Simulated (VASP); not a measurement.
A run of VASP 6.6.1:

Contents of run.py:

```python
from ase import Atoms
from ase.calculators.vasp import Vasp
from ase.dft.bandgap import bandgap

atoms = Atoms(
    ['I'],
    cell=[[2.5383465792, -3.7066249365, 0.0], [2.5383465792, 3.7066249365, 0.0], [-1.620874837, 0.0, 2.3810977968]],
    scaled_positions=[[0.5, 0.5, 0.5]],
    pbc=True,
)
calc = Vasp(
    directory='calc',
    xc='lda',
    pp='LDA',
    setups='materialsproject',
    prec='Accurate',
    encut=520,
    ediff=1e-07,
    ismear=0,
    sigma=0.1,
    lreal=False,
    lasph=True,
    nelm=60,
    algo='Fast',
    isif=2,
    lwave=False,
    lcharg=False,
    kpts=[7, 7, 11],
    gamma=True,
    nbands=10,
)
atoms.calc = calc

print('energy (eV):', atoms.get_potential_energy())
print('free energy (eV):', atoms.get_potential_energy(force_consistent=True))
print('forces (eV/A):')
print(atoms.get_forces())
print('stress (eV/A^3, Voigt):', atoms.get_stress())
print('Fermi level (eV):', calc.get_fermi_level())
gap, top, bottom = bandgap(calc)
print('band gap (eV):', gap, 'from (spin, k, band)', top, 'to', bottom)
```

Potentials or basis: VASP PAW LDA potentials, release 64 (I).

Launch:

```console
$ python run.py
```

Hardware: 1 thread of Intel(R) Xeon(R) 6975P-C (Granite Rapids), with other jobs on the host.

Q: How long does it take, and how much memory?

A: Run time: 33 s on 1 thread of Intel(R) Xeon(R) 6975P-C (Granite Rapids), on a shared host, peak memory 0.19 GiB. Counts: scf iterations 16, k points 156.
